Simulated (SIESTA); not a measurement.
## BeS under changes of volume

One of the cells (14.546 Å³/atom); the others are scaled copies at fixed shape and fractional positions:

```xyz
2
Lattice="0.0000 2.4411 2.4411 2.4411 0.0000 2.4411 2.4411 2.4411 0.0000" Properties=species:S:1:pos:R:3 pbc="T T T"
S     3.6616    3.6616    3.6616
Be    0.0000    0.0000    0.0000
```

| Item | Value |
| --- | --- |
| Program | SIESTA 5.4.2 |
| Functional | PBE |
| Potentials or basis | PseudoDojo 0.4 standard (PBE files) |
| Basis | DZP (energy shift 0.003 Ry; two zetas on semicore shells) |
| Grid cutoff | 800 Ry |
| Energy shift | 0.003 Ry |
| k mesh | 9 × 9 × 9 |
| Occupations | fermi-dirac, width 0.05 eV |
| Spin | no spin polarisation |

```tsv
volume (Å³/atom)	energy over the lowest point (meV/atom)	pressure (GPa)	gap on the mesh (eV)
13.405	?	?	?
13.690	14.06	5.0	3.07
13.975	6.17	3.9	3.12
14.546	0.00	-1.1	3.19
14.831	4.37	-3.5	3.23
15.116	11.57	-4.4	3.27
```

Q: What does the run at 13.405 Å³/atom give?

A: Energy over the lowest point 24.64 meV/atom; pressure 7.2 GPa; gap on the mesh 3.03 eV.

Worked out: A Birch-Murnaghan fit of order 3 (a polynomial in V^(-2/3)) to the other rows has its minimum at 14.46 Å³/atom with B0 = V·E''(V) = 118 GPa (rough, since the energies scatter). It gives 25.25 meV/atom at 13.405 Å³/atom, against the run's 24.64, and -dE/dV = 6.9 GPa, against 7.2. A straight line through the other rows of the gap, of slope 1.97 eV per unit of ln V, extrapolates to 3.03 eV, against the run's 3.03.

Energies are extrapolated to zero smearing.

Caveats: short orbitals over semicore shells can move pressures by several GPa; an odd mesh through Γ misses points on the zone boundary, where band edges often lie; the basis of atomic orbitals isn't converged, which shifts pressures, moduli and gaps.
